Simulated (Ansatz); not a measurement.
# Volumes and bulk moduli along group 11 and 12

Level of theory: DFT, PBE, plane waves (420 eV) with PAW, scalar-relativistic (Ansatz 0.2.0).

Each structure is relaxed within its symmetry, in the lowest magnetic state of the tried starts. B₀ comes from uniform scaling at fixed shape; a dash is a value not given. Some of these cells lie far above the measured volume under this functional.

| element | structure | V (Å³/atom) | B₀ (GPa) | magnetic state |
| --- | --- | --- | --- | --- |
| Cu | fcc | 11.95 | 141 | spin not included |
| Ag | fcc | 17.83 | 90 | spin not included |
| Au | fcc | 17.95 | 139 | spin not included |
| Zn | ? | ? | ? | ? |
| Cd | hcp | 23.11 | 44 | spin not included |
| Hg | alpha-Hg (rhombohedral) | 29.55 | - | spin not included |

Question: Fill in the row of Zn.

Answer: structure: hcp; V (Å³/atom): 15.15; B₀ (GPa): 74; magnetic state: spin not included.
